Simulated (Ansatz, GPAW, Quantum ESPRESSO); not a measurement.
## TiNi: 3 runs at one level of theory

```
CELL_PARAMETERS angstrom
2.98807 0.00000 0.00000
0.00000 2.98807 0.00000
0.00000 0.00000 2.98807
ATOMIC_POSITIONS crystal
Ni 0.00000 0.00000 0.00000
Ti 0.50000 0.50000 0.50000
```

The cell comes from a database or a generator and needn't be the stable form of this composition.

Alike in all runs: task band structure; functional PBEsol; k mesh 9 × 9 × 9; occupations fermi-dirac, width 0.05 eV; collinear spin, ferromagnetic start; no spin-orbit coupling. Pressure is positive in compression and, in plane waves, holds the error of the finite cutoff.

| program and potentials | plane-wave cutoff (eV) | notes | pressure (GPa) | net moment per atom (μB) |
| --- | --- | --- | --- | --- |
| Ansatz, all-electron LAPW, scalar-relativistic | - | - | -3.11 | 0.00 |
| Quantum ESPRESSO, GBRV 1.5 PBEsol | 612 | 15 valence electrons an atom on average | -3.19 | 0.00 |
| GPAW, PAW data sets generated for this functional | 600 | 14 valence electrons an atom on average; this data set often lies off other programs | -2.58 | 0.00 |

The pressure spans -3.19 (Quantum ESPRESSO, GBRV 1.5 PBEsol) to -2.58 GPa (GPAW, PAW data sets generated for this functional), with all-electron results at -3.11. All agree on the net moment per atom. The state is the one that the start led to, which needn't be the lowest.

Differences between rows come from potentials, basis sets and numerical settings, since the functional is the same but for its coding. Runs on potential files found faulty are left out.
